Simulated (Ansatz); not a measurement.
# Germanium, dhcp under r²SCAN: from relaxation to bulk modulus, part 2 of 2

What does r²SCAN give for germanium in the dhcp structure? We relax it, solve it on a dense k-mesh, then scale the cell to 7 volumes from 88 to 112 % of the relaxed one and try a fit of the equation of state. Spin polarisation is left out. The k-meshes are 12×12×4 for the relaxation; 16×16×5 for the dense run; 13×13×4 for the volumes.

Ansatz 0.2.0; DFT, r2SCAN, plane waves (500 eV) with PAW, scalar-relativistic.

## Step 3: The energy on a finer k-mesh

input.yaml reads:

```yaml
crystal:
  lattice:
    - [3.0254683394, 0.0, 0.0]
    - [-1.5127341697, 2.6201324403, 0.0]
    - [0.0, 0.0, 9.5091912612]
  atoms:
    - { symbol: Ge, position: [1.0, 0.0, 1.0] }
    - { symbol: Ge, position: [1.0, 0.0, 0.5] }
    - { symbol: Ge, position: [0.3333333333, 0.6666666667, 0.25] }
    - { symbol: Ge, position: [0.6666666667, 0.3333333333, 0.75] }
hamiltonian:
  xc: r2scan
  pseudopotentials:
    kind: paw
    azcp:
      Ge: "pseudopotentials/Ge.paw.azcp"
basis:
  ecutwfc: 500
  fft_grid_basis: typed
kpoints:
  mp_grid: { grid: [16, 16, 5], shift: [0, 0, 0] }
magnetization:
  spin_polarized: false
scf:
  occupations: { method: fermi_dirac, width: 0.1 }
output:
  write_density: true
  write_potential: true
  elf: true
  volumetric_format: npy
```

Started as:

```bash
$ ansatz run input.yaml --threads 1 --pin off --max-ram 3584MiB --backend cpu --events-out ev --progress --plain --runs-dir out
```

Standard output:

```text
Engine: ansatz 0.2.0, x86_64-unknown-linux-gnu
Pseudopotentials: kind: paw
Pseudopotential: Ge, paw, valence charge 14, recommended cutoff 500 eV (meta_gga), <dir>
Functional definition: r2SCAN
  parameter k0 = 0.174
  parameter k1 = 0.065
  parameter a1 = 4.9479
  exchange = r2scan_x(k0 = k0, k1 = k1, a1 = a1)
  correlation = r2scan_c
Crystal: 4 atoms, lattice volume = 75.381 Å³
Basis set: ecut = 500 eV, 1943 PW (Γ), exchange–correlation on 96×96×288 points (64 copies of the dense FFT grid, shifted against one another)
Bands: 34, of which v1, the nominal top of the filled ones, is band 28 counted from 1 (27 counted from 0)
Symmetry: 24 space group operations
Space group: P63/mmc (ITA 194), of the structure as read, at distance tolerance 4.2e-5 Å
k-points: 90 of 1280
Non-local potential: Ge, projectors of the file, l = 0: 2, l = 1: 2, l = 2: 3, l = 3: 1
PAW form: soft (Blöchl's): semilocal exchange-correlation on the pseudo side does not see the compensation charge
PAW frozen core: Ge, regenerated for the run's functional (the file was generated under x = pbe(κ = 0.804, μ = 0.2195149727645171), c = pbe(β = 0.06672455060314922))
PAW one-centre angular grid: Ge, 590 points (default); XC on 160 Gauss nodes
Initial density: superposition of atomic densities (neutral atoms: chi_scale 0, normalization atom), corrected by the library's trained network
Initial wavefunctions: pseudopotential atomic-orbital guess
Functional: x = r2scan, c = r2scan; τ floored in thin density (d = 2e-4 eV/Å³)
SCF iter   1: F=—  HF=-17209.271818 eV  |F-HF|=—  |Δ(HF+E_count)|=         —  Δρ=6.89e-3  dr2=1.27e-2  dr2_τ=1.13e-3  ethr=1.77e-3  ⟨swp⟩=5.4  Hψ=11065  notcnv=0
preconditioner: auto → Kerker (q_TF=auto, 2.596 Å⁻¹)  [metal: Δε(μ)=0.034 eV  Ē_g=23.165 eV  σ=0.100 eV  W_gap=0.08  n_scr=24 (ndim 8)  ℏωp=32.0 eV  f_vac=0.000  D(μ)=1.92/eV (n_scr^D=6)]
SCF iter   2: F=—  HF=-17209.294256 eV  |F-HF|=—  |Δ(HF+E_count)|=   2.24e-2  Δρ=2.27e-3  dr2=2.23e-3  dr2_τ=3.99e-5  ethr=2.27e-5  ⟨swp⟩=2.0  Hψ=6793  notcnv=0  defer=47
SCF iter   3: F=—  HF=-17209.295854 eV  |F-HF|=—  |Δ(HF+E_count)|=   1.60e-3  Δρ=1.53e-3  dr2=1.19e-3  dr2_τ=1.10e-5  ethr=3.98e-6  ⟨swp⟩=2.0  Hψ=3548  notcnv=0  defer=47
SCF iter   4: F=—  HF=-17209.297094 eV  |F-HF|=—  |Δ(HF+E_count)|=   1.24e-3  Δρ=7.19e-4  dr2=2.83e-4  dr2_τ=2.47e-6  ethr=2.13e-6  ⟨swp⟩=2.0  Hψ=3717  notcnv=0  defer=47
SCF iter   5: F=—  HF=-17209.297463 eV  |F-HF|=—  |Δ(HF+E_count)|=   3.69e-4  Δρ=1.64e-4  dr2=1.65e-5  dr2_τ=9.92e-8  ethr=5.05e-7  ⟨swp⟩=2.0  Hψ=3741  notcnv=0  defer=47
SCF iter   6: F=—  HF=-17209.297483 eV  |F-HF|=—  |Δ(HF+E_count)|=   1.98e-5  Δρ=3.24e-5  dr2=7.72e-7  dr2_τ=7.54e-9  ethr=2.94e-8  ⟨swp⟩=3.0  Hψ=5988  notcnv=0  defer=47
SCF iter   7: F=-17209.297483 eV  HF=-17209.297483 eV  |F-HF|=4.99e-8  |Δ(HF+E_count)|=   2.83e-7  Δρ=8.95e-6  dr2=6.19e-8  dr2_τ=2.50e-10  ethr=1.79e-10  ⟨swp⟩=2.2  Hψ=9649  notcnv=0
the search or the solves at the SCF's close seem to have found levels that the self-consistency loop had missed (the run counts 1). By its estimate they hold under 1e-12 electrons; where the run keeps them, the occupations were computed again with them
SCF 1 converged in 7 iterations: F = -17209.297483 eV  dr2 = 6.19e-8
SCF converged after 7 iterations
Free energy (F): -17209.297483 eV
Harris-Foulkes:  -17209.297483 eV  (|F-HF|=4.99e-8)
Internal energy: -17209.234981 eV  (E = F + TS)
E sigma→0 (E₀):  -17209.266232 eV
Entropy (-TS):   -0.062502 eV (-15.625 meV/atom)
Fermi energy:    11.118471 eV
--- Per-component energies (eV) ---
  E_band       = -488.284956
  E_kinetic    = 439.011410
  E_local      = -8511.265999  (includes V_loc(G=0)·N_el)
  E_nonlocal   = 1664.797442
  E_hartree    = 3723.437714
  E_xc         = -275.694561
  E_vxc        = -272.242348  (∫ρ·V_xc dr)
  E_paw        = -8120.068326  (= ΣΔE_a)
  E_vpaw       = -1271.737311  (= ΣTr[D̂ρ^β])
  E_aug_tail   = 0.000048  (compensation charges beyond the density's cutoff)
  E_vtau       = 16.287418  (kinetic-family band-sum trace: ∫τ·v_τ [+ j·A + Jᵃ·Aᵃ] dr)
  E_ewald      = -6125.109646
  E_core_change = -4.343063  (= ΣΔE_core)
  E_smearing   = -0.062502  (= −TS)
  E_closure    = 0.000000  (closes the sum)
  Σ components = -17209.297483   (vs F -17209.297483, Δ=0.00e0)
--- Band table (eV; the first three rows and the last of 90) ---
  k-point 0: bands = ["-14.4224", "-14.4191", "-14.4160", "-14.4160", "-14.4086", "-14.4086", "-14.4059", "-14.4059", "-14.3877", "-14.3871", "-14.3804", "-14.3804", "-14.3596", "-14.3596", "-14.3591", "-14.3591", "-14.3191", "-14.3191", "-14.3002", "-14.3002", "-2.8630", "-1.1224", "-1.1059", "3.2894", "5.2937", "13.0082", "13.0186", "17.6979", "17.6979", "18.5884", "18.5884", "18.8318", "18.8318", "20.0343"]
  k-point 1: bands = ["-14.4221", "-14.4195", "-14.4153", "-14.4153", "-14.4086", "-14.4086", "-14.4050", "-14.4050", "-14.3876", "-14.3872", "-14.3845", "-14.3845", "-14.3589", "-14.3589", "-14.3578", "-14.3578", "-14.3171", "-14.3171", "-14.3018", "-14.3018", "-2.7931", "-1.7434", "-0.3477", "2.6253", "6.0932", "11.0722", "15.0373", "17.7436", "17.7436", "18.3619", "18.3619", "19.0805", "19.0805", "19.9489"]
  k-point 2: bands = ["-14.4213", "-14.4203", "-14.4132", "-14.4132", "-14.4106", "-14.4106", "-14.4002", "-14.4002", "-14.3925", "-14.3925", "-14.3875", "-14.3873", "-14.3575", "-14.3575", "-14.3567", "-14.3567", "-14.3121", "-14.3121", "-14.3062", "-14.3062", "-2.5832", "-2.2333", "0.5501", "1.5631", "7.5606", "9.2447", "17.0895", "17.8778", "17.8778", "18.0904", "18.0904", "19.0486", "19.4163", "19.4163"]
  k-point 89: bands = ["-14.4387", "-14.4377", "-14.4195", "-14.4118", "-14.3922", "-14.3869", "-14.3811", "-14.3789", "-14.3648", "-14.3625", "-14.3590", "-14.3562", "-14.3434", "-14.3406", "-14.3306", "-14.3303", "-14.3059", "-14.3019", "-14.2994", "-14.2989", "3.6678", "3.9103", "4.6240", "4.6779", "7.0549", "7.1628", "7.8252", "8.6970", "9.1624", "9.6025", "10.0801", "10.5398", "14.0638", "15.1367"]
```

Run time: 39 s. Hardware: 1 thread of Intel Xeon Platinum 8259CL at 2.50GHz (Skylake/Cascade Lake), shared host; peak memory 0.8 GiB.

Density in a lattice plane of the grid's cell (edges 3.03 and 9.51 Å, at 0.000 of the third edge), which holds Ge.

Values in e/Å³, 12 rows by 6 columns:
```
 0.71  0.45  0.21  0.13  0.21  0.45
 0.13  0.16  0.20  0.23  0.20  0.16
 0.12  0.19  0.37  0.54  0.37  0.19
 0.13  0.16  0.20  0.23  0.20  0.16
 0.71  0.45  0.21  0.13  0.21  0.45
56.53  5.74  0.39  0.16  0.39  5.74
 0.71  0.45  0.21  0.13  0.21  0.45
 0.13  0.16  0.20  0.23  0.20  0.16
 0.12  0.19  0.37  0.54  0.37  0.19
 0.13  0.16  0.20  0.23  0.20  0.16
 0.71  0.45  0.21  0.13  0.21  0.45
56.53  5.74  0.39  0.16  0.39  5.74
```
Columns run along the first of these edges and rows up along the second, over one cell in 6 and 12 even steps from the bottom left corner. Atoms in the plane (fractional): Ge at (0.00, 1.00), Ge at (0.00, 0.50).

ELF in the same plane.

Ten even steps from '0' (0.04) to '9' (0.43):
```
25996995
99964699
77788877
45999995
46999996
45999995
77788877
99964699
25996995
60897980
25996995
99964699
77788877
45999995
46999996
45999995
77788877
99964699
25996995
60897980
```
Columns run along the first of these edges and rows up along the second, over one cell in 8 and 20 even steps from the bottom left corner. Atoms in the plane (fractional): Ge at (0.00, 1.00), Ge at (0.00, 0.50).

Both are smooth fields of the valence electrons: close to the nuclei they are not physical.

Outside the cores ELF peaks at 0.45 beside Ge, off the lines to its neighbours, 1.2 Å from Ge.

## Step 4: The cell scaled to 88 % of its volume

input.yaml reads:

```yaml
crystal:
  lattice:
    - [2.8992578157, 0.0, 0.0]
    - [-1.4496289078, 2.5108309205, 0.0]
    - [0.0, 0.0, 9.1125055667]
  atoms:
    - { symbol: Ge, position: [1.0, 0.0, 1.0] }
    - { symbol: Ge, position: [1.0, 0.0, 0.5] }
    - { symbol: Ge, position: [0.3333333333, 0.6666666667, 0.25] }
    - { symbol: Ge, position: [0.6666666667, 0.3333333333, 0.75] }
hamiltonian:
  xc: r2scan
  pseudopotentials:
    kind: paw
    azcp:
      Ge: "pseudopotentials/Ge.paw.azcp"
basis:
  ecutwfc: 500
  fft_grid_basis: typed
kpoints:
  mp_grid: { grid: [13, 13, 4], shift: [0, 0, 0] }
magnetization:
  spin_polarized: false
scf:
  occupations: { method: fermi_dirac, width: 0.1 }
  lower_state_search: "off"
output:
  stress: true
```

Started as:

```bash
$ ansatz run input.yaml --threads 1 --pin off --max-ram 3584MiB --backend cpu --events-out ev --progress --plain --runs-dir out
```

Standard output, cut to the lines that bear on the results:

```text
[...]
[... 3 set-up lines as earlier in the session ...]
[...]
Crystal: 4 atoms, lattice volume = 66.335 Å³
Basis set: ecut = 500 eV, 1677 PW (Γ), exchange–correlation on 96×96×288 points (64 copies of the dense FFT grid, shifted against one another)
[...]
SCF converged after 8 iterations
Free energy (F): -17208.986371 eV
[...]
E sigma→0 (E₀):  -17208.958595 eV
Entropy (-TS):   -0.055553 eV (-13.888 meV/atom)
Fermi energy:    13.178883 eV
[...]
--- Stress (GPa, compression-positive) ---
       10.979214      -0.000000       0.000000
       -0.000000      10.979214       0.000000
        0.000000       0.000000      13.340974
  P = ⅓ Tr σ = 11.7665 GPa (117.665 kbar)
```

It took 37 s on 1 thread of Intel Xeon Platinum 8259CL at 2.50GHz (Skylake/Cascade Lake), shared host; peak memory 0.77 GiB.

## Step 5: The cell scaled to 92 % of its volume

input.yaml: that of step 4 with these lines changed.

```diff
@@ -2,5 +2,5 @@
   lattice:
-    - [2.8992578157, 0.0, 0.0]
-    - [-1.4496289078, 2.5108309205, 0.0]
-    - [0.0, 0.0, 9.1125055667]
+    - [2.942536701, 0.0, 0.0]
+    - [-1.4712683505, 2.5483115346, 0.0]
+    - [0.0, 0.0, 9.248533167]
   atoms:
@@ -28 +28,5 @@
   stress: true
+  write_density: true
+  write_potential: true
+  elf: true
+  volumetric_format: npy
```

Started as:

```bash
$ ansatz run input.yaml --threads 1 --pin off --max-ram 3584MiB --backend cpu --events-out ev --progress --plain --runs-dir out
```

Standard output, cut to the lines that bear on the results:

```text
[...]
[... 3 set-up lines as earlier in the session ...]
[...]
Crystal: 4 atoms, lattice volume = 69.350 Å³
Basis set: ecut = 500 eV, 1761 PW (Γ), exchange–correlation on 96×96×288 points (64 copies of the dense FFT grid, shifted against one another)
[...]
SCF converged after 8 iterations
Free energy (F): -17209.161492 eV
[...]
E sigma→0 (E₀):  -17209.131971 eV
Entropy (-TS):   -0.059042 eV (-14.761 meV/atom)
Fermi energy:    12.425811 eV
[...]
--- Stress (GPa, compression-positive) ---
        6.251331       0.000000       0.000000
        0.000000       6.251331       0.000000
        0.000000       0.000000       8.581310
  P = ⅓ Tr σ = 7.0280 GPa (70.280 kbar)
--- Band table (eV; the first three rows and the last of 63) ---
[...]
```

It took 30 s on 1 thread of Intel Xeon Platinum 8259CL at 2.50GHz (Skylake/Cascade Lake), shared host; peak memory 0.77 GiB.

## Step 6: The cell scaled to 96 % of its volume

input.yaml: that of step 5 with these lines changed.

```diff
@@ -2,5 +2,5 @@
   lattice:
-    - [2.942536701, 0.0, 0.0]
-    - [-1.4712683505, 2.5483115346, 0.0]
-    - [0.0, 0.0, 9.248533167]
+    - [2.9845786197, 0.0, 0.0]
+    - [-1.4922893098, 2.5847209042, 0.0]
+    - [0.0, 0.0, 9.3806729222]
   atoms:
@@ -28,5 +28 @@
   stress: true
-  write_density: true
-  write_potential: true
-  elf: true
-  volumetric_format: npy
```

Started as:

```bash
$ ansatz run input.yaml --threads 1 --pin off --max-ram 3584MiB --backend cpu --events-out ev --progress --plain --runs-dir out
```

Standard output, cut to the lines that bear on the results:

```text
[...]
[... 3 set-up lines as earlier in the session ...]
[...]
Crystal: 4 atoms, lattice volume = 72.365 Å³
Basis set: ecut = 500 eV, 1883 PW (Γ), exchange–correlation on 96×96×288 points (64 copies of the dense FFT grid, shifted against one another)
[...]
SCF converged after 7 iterations
Free energy (F): -17209.256963 eV
[...]
E sigma→0 (E₀):  -17209.226450 eV
Entropy (-TS):   -0.061024 eV (-15.256 meV/atom)
Fermi energy:    11.729790 eV
[...]
--- Stress (GPa, compression-positive) ---
        2.485466      -0.000000       0.000000
        0.000000       2.485466       0.000000
        0.000000       0.000000       4.800440
  P = ⅓ Tr σ = 3.2571 GPa (32.571 kbar)
```

It took 31 s on 1 thread of Intel Xeon Platinum 8259CL at 2.50GHz (Skylake/Cascade Lake), shared host; peak memory 0.78 GiB.

## Step 7: The cell scaled to 100 % of its volume

input.yaml: that of step 6 with these lines changed.

```diff
@@ -2,5 +2,5 @@
   lattice:
-    - [2.9845786197, 0.0, 0.0]
-    - [-1.4922893098, 2.5847209042, 0.0]
-    - [0.0, 0.0, 9.3806729222]
+    - [3.0254683394, 0.0, 0.0]
+    - [-1.5127341697, 2.6201324403, 0.0]
+    - [0.0, 0.0, 9.5091912612]
   atoms:
@@ -28 +28,5 @@
   stress: true
+  write_density: true
+  write_potential: true
+  elf: true
+  volumetric_format: npy
```

Started as:

```bash
$ ansatz run input.yaml --threads 1 --pin off --max-ram 3584MiB --backend cpu --events-out ev --progress --plain --runs-dir out
```

Standard output, cut to the lines that bear on the results:

```text
[...]
[... 3 set-up lines as earlier in the session ...]
[...]
Crystal: 4 atoms, lattice volume = 75.381 Å³
Basis set: ecut = 500 eV, 1943 PW (Γ), exchange–correlation on 96×96×288 points (64 copies of the dense FFT grid, shifted against one another)
[...]
SCF converged after 7 iterations
Free energy (F): -17209.288743 eV
[...]
E sigma→0 (E₀):  -17209.257759 eV
Entropy (-TS):   -0.061968 eV (-15.492 meV/atom)
Fermi energy:    11.086254 eV
[...]
--- Stress (GPa, compression-positive) ---
       -0.525997       0.000000       0.000000
        0.000000      -0.525997       0.000000
        0.000000       0.000000       1.740766
  P = ⅓ Tr σ = 0.2296 GPa (2.296 kbar)
--- Band table (eV; the first three rows and the last of 63) ---
[...]
```

It took 32 s on 1 thread of Intel Xeon Platinum 8259CL at 2.50GHz (Skylake/Cascade Lake), shared host; peak memory 0.78 GiB.

## Step 8: The cell scaled to 104 % of its volume

input.yaml: that of step 7 with these lines changed.

```diff
@@ -2,5 +2,5 @@
   lattice:
-    - [3.0254683394, 0.0, 0.0]
-    - [-1.5127341697, 2.6201324403, 0.0]
-    - [0.0, 0.0, 9.5091912612]
+    - [3.0652816991, 0.0, 0.0]
+    - [-1.5326408495, 2.6546118211, 0.0]
+    - [0.0, 0.0, 9.634326549]
   atoms:
@@ -28,5 +28 @@
   stress: true
-  write_density: true
-  write_potential: true
-  elf: true
-  volumetric_format: npy
```

Started as:

```bash
$ ansatz run input.yaml --threads 1 --pin off --max-ram 3584MiB --backend cpu --events-out ev --progress --plain --runs-dir out
```

Standard output, cut to the lines that bear on the results:

```text
[...]
[... 3 set-up lines as earlier in the session ...]
[...]
Crystal: 4 atoms, lattice volume = 78.396 Å³
Basis set: ecut = 500 eV, 1991 PW (Γ), exchange–correlation on 96×96×288 points (64 copies of the dense FFT grid, shifted against one another)
[...]
SCF converged after 7 iterations
Free energy (F): -17209.269271 eV
[...]
E sigma→0 (E₀):  -17209.237948 eV
Entropy (-TS):   -0.062646 eV (-15.662 meV/atom)
Fermi energy:    10.491506 eV
[...]
--- Stress (GPa, compression-positive) ---
       -2.950120      -0.000000       0.000000
       -0.000000      -2.950120       0.000000
        0.000000       0.000000      -0.741486
  P = ⅓ Tr σ = -2.2139 GPa (-22.139 kbar)
```

Run time: 30 s. Hardware: 1 thread of Intel Xeon Platinum 8259CL at 2.50GHz (Skylake/Cascade Lake), shared host; peak memory 0.79 GiB.

## Step 9: The cell scaled to 108 % of its volume

input.yaml: that of step 8 with these lines changed.

```diff
@@ -2,5 +2,5 @@
   lattice:
-    - [3.0652816991, 0.0, 0.0]
-    - [-1.5326408495, 2.6546118211, 0.0]
-    - [0.0, 0.0, 9.634326549]
+    - [3.1040868527, 0.0, 0.0]
+    - [-1.5520434264, 2.68821807, 0.0]
+    - [0.0, 0.0, 9.7562929974]
   atoms:
```

Started as:

```bash
$ ansatz run input.yaml --threads 1 --pin off --max-ram 3584MiB --backend cpu --events-out ev --progress --plain --runs-dir out
```

Standard output, cut to the lines that bear on the results:

```text
[...]
[... 3 set-up lines as earlier in the session ...]
[...]
Crystal: 4 atoms, lattice volume = 81.411 Å³
Basis set: ecut = 500 eV, 2099 PW (Γ), exchange–correlation on 96×96×288 points (64 copies of the dense FFT grid, shifted against one another)
[...]
SCF converged after 7 iterations
Free energy (F): -17209.208361 eV
[...]
E sigma→0 (E₀):  -17209.176642 eV
Entropy (-TS):   -0.063439 eV (-15.860 meV/atom)
Fermi energy:    9.941665 eV
[...]
--- Stress (GPa, compression-positive) ---
       -4.904131      -0.000000       0.000000
       -0.000000      -4.904131       0.000000
        0.000000       0.000000      -2.762440
  P = ⅓ Tr σ = -4.1902 GPa (-41.902 kbar)
```

Run time: 28 s. Hardware: 1 thread of Intel Xeon Platinum 8259CL at 2.50GHz (Skylake/Cascade Lake), shared host; peak memory 0.79 GiB.

## Step 10: The cell scaled to 112 % of its volume

input.yaml: that of step 9 with these lines changed.

```diff
@@ -2,5 +2,5 @@
   lattice:
-    - [3.1040868527, 0.0, 0.0]
-    - [-1.5520434264, 2.68821807, 0.0]
-    - [0.0, 0.0, 9.7562929974]
+    - [3.1419453016, 0.0, 0.0]
+    - [-1.5709726508, 2.7210044485, 0.0]
+    - [0.0, 0.0, 9.8752839075]
   atoms:
@@ -28 +28,5 @@
   stress: true
+  write_density: true
+  write_potential: true
+  elf: true
+  volumetric_format: npy
```

Started as:

```bash
$ ansatz run input.yaml --threads 1 --pin off --max-ram 3584MiB --backend cpu --events-out ev --progress --plain --runs-dir out
```

Standard output, cut to the lines that bear on the results:

```text
[...]
[... 3 set-up lines as earlier in the session ...]
[...]
Crystal: 4 atoms, lattice volume = 84.426 Å³
Basis set: ecut = 500 eV, 2125 PW (Γ), exchange–correlation on 96×96×300 points (64 copies of the dense FFT grid, shifted against one another)
[...]
SCF converged after 7 iterations
Free energy (F): -17209.113937 eV
[...]
E sigma→0 (E₀):  -17209.081792 eV
Entropy (-TS):   -0.064289 eV (-16.072 meV/atom)
Fermi energy:    9.432392 eV
[...]
--- Stress (GPa, compression-positive) ---
       -6.470614       0.000000       0.000000
       -0.000000      -6.470614       0.000000
        0.000000       0.000000      -4.426401
  P = ⅓ Tr σ = -5.7892 GPa (-57.892 kbar)
--- Band table (eV; the first three rows and the last of 63) ---
[...]
```

Run time: 36 s. Hardware: 1 thread of Intel Xeon Platinum 8259CL at 2.50GHz (Skylake/Cascade Lake), shared host; peak memory 0.8 GiB.

## Step 11: The equation of state

The cell was scaled evenly, with its shape and the fractional positions fixed.

```
V (Å³/atom)  E − E₀ (meV/atom)  P from the stress (GPa)  P from the fit (GPa)
     16.584               74.8                    11.77                 11.62
     17.338               31.5                     7.03                  6.97
     18.091                7.9                     3.26                  3.22
     18.845                0.0                     0.23                  0.21
     19.599                5.0                    -2.21                 -2.23
     20.353               20.3                    -4.19                 -4.21
     21.107               44.0                    -5.79                 -5.81
```

Fit (Birch-Murnaghan, third order): V₀ = 18.903 Å³/atom, B₀ = 67 GPa, B₀′ = 4.3, largest residual 0.02 meV/atom.

## Step 12: What came out

This closing draws on all 2 parts.

| quantity | value |
| --- | --- |
| space group (spins left aside) | P6_3/mmc (No. 194) |
| conventional cell | a = 3.025 Å, c = 9.509 Å (c/a = 3.143) |
| volume | 18.845 Å³/atom |
| shortest distance | 2.950 Å |
| gap on the mesh | none (levels filled in part) |
| relative to diamond | +588 meV/atom |
| highest ELF outside the cores | 0.45, 1.20 Å from the nearest atom |
| V₀, B₀, B₀′ | 18.903 Å³/atom, 67 GPa, 4.3 |

What this shows: The relaxation shrank the cell by 2.0 % in volume. It lies 588 meV/atom above the element's reference form at the same level (diamond, from a run of its own), so it is far from stable. Levels at the Fermi energy are filled in part, as in a metal. B₀ comes out at 67 GPa; letting shape and positions relax at each volume could only lower it. Relaxation kept the symmetry; phonons were not checked.
